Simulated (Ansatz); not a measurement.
# What TaInSe3 (model cell, started as cubic perovskite with Ta in the octahedra) distorts into, part 2 of 3

Which phase does TaInSe3 (model cell, started as cubic perovskite with Ta in the octahedra) fall into along its unstable mode, and how much energy does it gain?

Ansatz 0.2.0; DFT PBEsol, scalar-relativistic, plane waves, PAW.

So far, highest frequency on the path or at a solved wavevector (cm⁻¹): step 2 (phonons on a q mesh) 300. Also lowest frequency on the path (cm⁻¹): step 2 -71.4.

The structure was built from a prototype and need not be the compound's stable phase.

## (4) The mode frozen in, largest atomic shift 0.6 Å

The atoms are moved along the unstable eigenvector, the largest shift by 0.6 Å, with the cell fixed.

Contents of input.yaml:

```yaml
crystal:
  lattice:
    - [5.019252156, 5.019252156, 0.0]
    - [5.019252156, 0.0, 5.019252156]
    - [5.019252156, 0.0, -5.019252156]
  atoms:
    - { symbol: In, position: [0.0, 0.0, 0.0] }
    - { symbol: In, position: [0.0, 0.5, 0.5] }
    - { symbol: Ta, position: [0.5, 0.25, 0.75] }
    - { symbol: Ta, position: [0.5, 0.75, 0.25] }
    - { symbol: Se, position: [0.415472653, 0.084527347, 1.084527347] }
    - { symbol: Se, position: [0.584527347, 0.415472653, 0.415472653] }
    - { symbol: Se, position: [0.0, 0.5422636735, -0.0422636735] }
    - { symbol: Se, position: [0.0, -0.0422636735, 0.5422636735] }
    - { symbol: Se, position: [0.5, 0.5422636735, -0.0422636735] }
    - { symbol: Se, position: [0.5, -0.0422636735, 0.5422636735] }
kpoints:
  mp_grid: { grid: [6, 6, 6] }
hamiltonian:
  xc: pbesol
scf:
  occupations: { method: methfessel_paxton, width: 0.15 }
output:
  forces: true
  stress: true
  eigenvalues: true
```

The run is started by

```sh
> ansatz run input.yaml --threads 8 --pin off --max-ram 14336MiB --backend cpu --events-out ev --progress --plain --runs-dir out
```

Numbers of over 12 decimals in the logs are rounded to 6 here.

Log:

```text
[...]
Crystal: 10 atoms, lattice volume = 252.899 Å³
Basis set: ecut = 420 eV, 4957 PW (Γ), exchange–correlation on 96×96×96 points (8 copies of the dense FFT grid, shifted against one another)
Bands: 89, of which v1, the nominal top of the filled ones, is band 74 counted from 1 (73 counted from 0)
Symmetry: 8 space group operations
[...]
k-points: 46 of 216
[...]
k-point 0: bands = [... 70 lower, 8.4414, 8.4595, 8.5169, 8.6519, 8.6700, 9.1136, 9.4271, 10.1391, ... 11 higher]
  k-point 1: bands = [... 70 lower, 8.1747, 8.5548, 8.8543, 8.9613, 9.2370, 9.4013, 9.4299, 10.3364, ... 11 higher]
  k-point 2: bands = [... 70 lower, 8.1249, 8.4463, 8.6763, 8.7333, 9.6848, 9.7962, 10.0172, 10.3579, ... 11 higher]
  k-point 45: bands = [... 70 lower, 7.6199, 7.7563, 8.3558, 8.9232, 9.4771, 10.2872, 10.4377, 10.5372, ... 11 higher]
[key lines of the parts left out:]
SCF converged after 8 iterations
Free energy (F): -63213.233925 eV
Fermi energy:    9.159277 eV
P = ⅓ Tr σ = -2.9769 GPa (-29.769 kbar)
```

It took 17 s on 8 threads of Arm Neoverse N1, shared host; peak memory 1.7 GiB.

This step gave:

```
pressure                         : -2.977 GPa
energy from the undistorted cell : -71.73 meV/atom
```

The energy, extrapolated to zero smearing, is -71.73 meV/atom against the undistorted cell.

The run ends at a pressure of -2.98 GPa, with forces up to 0.34 eV/Å.

## (5) Energy along the mode, all amplitudes (two of the runs are shown above)

An imaginary frequency means negative curvature, so the energy should fall and then rise again as anharmonic terms take over.

This step gave:

| Item | Value |
| --- | --- |
| depth at the lowest point sampled | 71.73 meV/atom |
| largest atomic shift at that point | 0.6 Å |

Table of energy from the parent by largest atomic shift:

```
largest atomic shift (Å)  energy from the parent (meV/atom)
                   0.000                                  0
                   0.040                             -0.457
                   0.080                              -1.82
                   0.140                              -5.54
                   0.220                              -13.6
                   0.320                              -27.8
                   0.450                              -49.4
                   0.600                              -71.7
```

Displacement at unit largest shift by atom:

```
atom   x (Å)   y (Å)   z (Å)   size
 In1   0.000   0.000   0.000  0.000
 In2   0.000   0.000   0.000  0.000
 Ta3   0.000   0.000   0.000  0.000
 Ta4   0.000   0.000   0.000  0.000
 Se5   0.707  -0.707   0.000  1.000
 Se6  -0.707   0.707   0.000  1.000
 Se7   0.000   0.000   0.707  0.707
 Se8   0.000   0.000  -0.707  0.707
 Se9   0.000   0.000   0.707  0.707
Se10   0.000   0.000  -0.707  0.707
```

The lowest of the steps tried is the last one, at 0.6 Å, 71.7 meV/atom below the parent; the bottom of the well need not coincide with a step.

## (6) Relaxing from the distorted cell

Starting from the lowest point found, all atoms and the cell are let go, so that strain and other modes of the same symmetry can join in.

input.yaml: that of step 4 with these lines changed.

```diff
@@ -26 +26,6 @@
   eigenvalues: true
+relax:
+  adjacent_minimum: "off"
+  f_tol: 0.002
+  max_steps: 120
+  cell: { stress_tol: 0.03 }
```

Log:

```text
[...]
Crystal: 10 atoms, lattice volume = 252.899 Å³
Basis set: ecut = 420 eV, 4957 PW (Γ), exchange–correlation on 96×96×96 points (8 copies of the dense FFT grid, shifted against one another)
Bands: 89, of which v1, the nominal top of the filled ones, is band 74 counted from 1 (73 counted from 0)
Symmetry: 8 space group operations
[...]
k-points: 46 of 216
[...]
SCF iter   1: F=—  HF=-63213.248640 eV  |F-HF|=—  |Δ(HF+E_count)|=         —  Δρ=3.77e-3  dr2=5.70e-2  ethr=1.77e-3  ⟨swp⟩=6.4  Hψ=14544  notcnv=0  defer=1
[...]
SCF iter   8: F=-63213.233925 eV  HF=-63213.233925 eV  |F-HF|=9.13e-8  |Δ(HF+E_count)|=   2.96e-8  S|Δr|=    0.00e0  Δρ=3.59e-6  dr2=9.97e-8  ethr=6.76e-11  ⟨swp⟩=8.9  Hψ=18388  notcnv=0
SCF 1 converged in 8 iterations: F = -63213.233925 eV  dr2 = 9.97e-8
[...]
relax step   1: F+E_penalty+E_count = -63213.23392489 eV  Δ(F+E_penalty+E_count) = +0.000e0 eV  max|allowed force component| = 3.438e-1 eV/Å  Δτ_max = 0.0000 Å  P = -2.977 GPa  Ω = 252.899 Å³  (8 SCF iters, dr2 threshold 1.00e-7 eV, accepted)
Crystal: 10 atoms, lattice volume = 236.047 Å³
Basis set: ecut = 420 eV, 4617 PW (Γ), exchange–correlation on 96×96×96 points (8 copies of the dense FFT grid, shifted against one another)
[...]
SCF iter   8: F=-63213.611660 eV  HF=-63213.611660 eV  |F-HF|=2.25e-7  |Δ(HF+E_count)|=   1.95e-7  S|Δr|=    0.00e0  Δρ=6.28e-6  dr2=2.06e-7  ethr=6.76e-10  ⟨swp⟩=5.8  Hψ=16787  notcnv=0
SCF 2 converged in 8 iterations: F = -63213.611660 eV  dr2 = 2.06e-7
relax step   2: F+E_penalty+E_count = -63213.61165961 eV  Δ(F+E_penalty+E_count) = -3.777e-1 eV  max|allowed force component| = 3.564e-1 eV/Å  Δτ_max = 0.1178 Å  P = +0.902 GPa  Ω = 236.047 Å³  energy of the carried Pulay correction = +2.786e-3 eV  (8 SCF iters, dr2 threshold 1.00e-6 eV, accepted)
Crystal: 10 atoms, lattice volume = 230.271 Å³
Basis set: ecut = 420 eV, 4527 PW (Γ), exchange–correlation on 96×96×96 points (8 copies of the dense FFT grid, shifted against one another)
[...]
SCF iter   7: F=-63213.776878 eV  HF=-63213.776878 eV  |F-HF|=8.96e-9  |Δ(HF+E_count)|=   5.41e-7  S|Δr|=    0.00e0  Δρ=9.52e-6  dr2=1.21e-7  ethr=6.76e-10  ⟨swp⟩=7.7  Hψ=20246  notcnv=0
SCF 3 converged in 7 iterations: F = -63213.776878 eV  dr2 = 1.21e-7
[...]
relax step   3: F+E_penalty+E_count = -63213.77687761 eV  Δ(F+E_penalty+E_count) = -1.652e-1 eV  max|allowed force component| = 2.551e-1 eV/Å  Δτ_max = 0.1924 Å  P = +1.629 GPa  Ω = 230.271 Å³  energy of the carried Pulay correction = +3.786e-3 eV  (7 SCF iters, dr2 threshold 1.00e-6 eV, accepted)
[...]
relax step   4: F+E_penalty+E_count = -63213.83652136 eV  Δ(F+E_penalty+E_count) = -5.964e-2 eV  max|allowed force component| = 5.147e-2 eV/Å  Δτ_max = 0.0469 Å  P = -0.178 GPa  Ω = 234.869 Å³  energy of the carried Pulay correction = +2.988e-3 eV  (6 SCF iters, dr2 threshold 1.00e-6 eV, accepted)
[...]
relax step   5: F+E_penalty+E_count = -63213.83961311 eV  Δ(F+E_penalty+E_count) = -3.092e-3 eV  max|allowed force component| = 7.361e-3 eV/Å  Δτ_max = 0.0184 Å  P = -0.020 GPa  Ω = 234.359 Å³  energy of the carried Pulay correction = +3.076e-3 eV  (5 SCF iters, dr2 threshold 5.77e-7 eV, accepted)
[...]
relax step   6: F+E_penalty+E_count = -63213.83970186 eV  Δ(F+E_penalty+E_count) = -8.875e-5 eV  max|allowed force component| = 8.952e-4 eV/Å  Δτ_max = 0.0044 Å  P = -0.006 GPa  Ω = 234.332 Å³  energy of the carried Pulay correction = +3.081e-3 eV  (5 SCF iters, dr2 threshold 9.45e-9 eV, accepted)
[...]
SCF iter   7: F=-63213.836899 eV  HF=-63213.836899 eV  |F-HF|=2.91e-11  |Δ(HF+E_count)|=  4.37e-11  S|Δr|=    0.00e0  Δρ=2.90e-8  dr2=2.30e-12  ethr=1.00e-12  ⟨swp⟩=4.0  Hψ=13373  notcnv=0
SCF 7 converged in 7 iterations: F = -63213.836899 eV  dr2 = 2.30e-12
relax step   7: F+E_penalty+E_count = -63213.83689927 eV  Δ(F+E_penalty+E_count) = +2.803e-3 eV  max|allowed force component| = 9.222e-4 eV/Å  Δτ_max = 0.0000 Å  P = -0.011 GPa  Ω = 234.332 Å³  stress off target by 1.26e-2 GPa  SCF on the basis re-selected at this cell (its energy is not comparable with the rows above)  (7 SCF iters)
basis re-selected at this cell: Δ(F+E_penalty+E_count) = +2.803e-3 eV, ΔP = -0.005 GPa vs the last step (what re-selecting the basis moved, of the pressure what is left beyond the Pulay correction that the steps carried, after the strain that the cell walked since its last selection, with what the two solves' SCF thresholds leave and, on support functions, any second-order correction that the steps lacked; it is no m [...]
SCF converged after 7 iterations
[...]
Free energy (F): -63213.836899 eV
[...]
Internal energy: -63213.840942 eV  (E = F + TS)
E sigma→0 (E₀):  -63213.837910 eV
Entropy (-TS):   0.004043 eV (0.404 meV/atom)
Fermi energy:    10.654538 eV
[...]
--- Forces (eV/Å), atoms counted from 1 ---
  atom   1  In    -0.00005573     0.00005573     0.00000000
  atom   2  In     0.00005573    -0.00005573     0.00000000
  atom   3  Ta    -0.00000000     0.00000000     0.00000000
  atom   4  Ta    -0.00000000     0.00000000     0.00000000
  atom   5  Se    -0.00092224     0.00092224     0.00000000
  atom   6  Se     0.00092224    -0.00092224     0.00000000
  atom   7  Se     0.00000000     0.00000000    -0.00053280
  atom   8  Se     0.00000000    -0.00000000     0.00053280
  atom   9  Se     0.00000000    -0.00000000    -0.00053280
  atom  10  Se     0.00000000    -0.00000000     0.00053280
  max |Σ_I F_I| component: 1.73e-18 eV/Å
--- Stress (GPa, compression-positive) ---
       -0.009917       0.002339       0.000000
        0.002339      -0.009917       0.000000
        0.000000       0.000000      -0.012577
  P = ⅓ Tr σ = -0.0108 GPa (-0.108 kbar)
--- Band table (eV; the first three rows and the last of 46) ---
  k-point 0: bands = [... 70 lower, 9.5856, 9.7416, 9.8056, 10.0830, 10.3948, 10.6736, 10.7254, 11.1154, ... 11 higher]
  k-point 1: bands = [... 70 lower, 9.4827, 9.5892, 9.8151, 10.2728, 10.7749, 10.8554, 10.9458, 11.4332, ... 11 higher]
  k-point 2: bands = [... 70 lower, 9.1847, 9.4784, 9.6029, 10.1933, 10.9999, 11.1524, 11.4369, 11.6205, ... 11 higher]
  k-point 45: bands = [... 70 lower, 8.7777, 8.8070, 9.7096, 10.3529, 10.9150, 11.4016, 11.4110, 11.6582, ... 11 higher]
--- Relaxed structure (6 steps of the walk, 6 accepted, 1 SCFs on fresh bases) ---
  F+E_penalty+E_count = -63213.83689927 eV   max|allowed force component| = 9.222e-4 eV/Å   (the final SCF, on the basis selected at the relaxed cell)
  cell:  # Å, volume = 234.3319 Å³
    - [4.959106, 4.959106, 0.0]
    - [4.931095, 0.028011, 4.818686]
    - [4.931095, 0.028011, -4.818686]
  atoms:
    - { symbol: In, position: [0.032450, -0.032450, -0.032450] }
    - { symbol: In, position: [-0.032450, 0.532450, 0.532450] }
    - { symbol: Ta, position: [0.500000, 0.250000, 0.75] }
    - { symbol: Ta, position: [0.500000, 0.75, 0.250000] }
    - { symbol: Se, position: [0.376631, 0.123369, 1.123369] }
    - { symbol: Se, position: [0.623369, 0.376631, 0.376631] }
    - { symbol: Se, position: [4.336808689942018e-19, 0.565852, -0.065852] }
    - { symbol: Se, position: [4.336808689942018e-19, -0.065852, 0.565852] }
    - { symbol: Se, position: [0.500000, 0.565852, -0.065852] }
    - { symbol: Se, position: [0.500000, -0.065852, 0.565852] }
```

It took 2.3 min on 8 threads; peak memory 1.7 GiB.

Relaxation path:

```
step  energy less that of the first step (eV)  largest force component (eV/Å)  pressure (GPa)  volume (Å³)
   1                                   0.0000                          0.3438           -2.98       252.90
   2                                  -0.3777                          0.3564            0.90       236.05
   3                                  -0.5430                          0.2551            1.63       230.27
   4                                  -0.6026                          0.0515           -0.18       234.87
   5                                  -0.6057                          0.0074           -0.02       234.36
   6                                  -0.6058                          0.0009           -0.01       234.33
  7*                                  -0.6030                          0.0009           -0.01       234.33
```

Relaxation steps marked * repeat the geometry before them on a plane-wave basis chosen anew for their cell, so energy and pressure can jump there.

Forces are held to the 8 operations that the run works with; a distortion that breaks them can't arise in this run.

```
conventional cell, symmetrised  before  after  change
                         a (Å)   7.098  7.013  -1.2 %
                         b (Å)  10.039  9.637  -4.0 %
                         c (Å)   7.098  6.934  -2.3 %
              volume (Å³/atom)   25.29  23.43  -7.3 %
```

The atoms that moved most (Å, as changes of fractional coordinates times the final cell):

```
atom      dx      dy      dz  length
 Se6  -0.190   0.190   0.000   0.269
 Se5   0.190  -0.190   0.000   0.269
 Se7   0.000   0.000   0.227   0.227
 Se8   0.000   0.000  -0.227   0.227
 Se9   0.000   0.000   0.227   0.227
Se10   0.000   0.000  -0.227   0.227
 In2   0.159  -0.159   0.000   0.225
 In1  -0.159   0.159   0.000   0.225
```

Numbers from this step:

* pressure: -0.01080 GPa
* volume per atom: 23.43 Å³

The distorted start has space group Imma; the relaxation ends in Imma.

(Part 2 of 3 ends here.)

[Logs are printed without paths, hosts, clocks, repeated set-up lines and the standing remarks that a program may print on its own settings, such as how far it seeks lower states.]

[Hosts, paths, dates, database ids (printed as entryN), source tags and the programs' standing remarks are cut or masked in the printed files.]
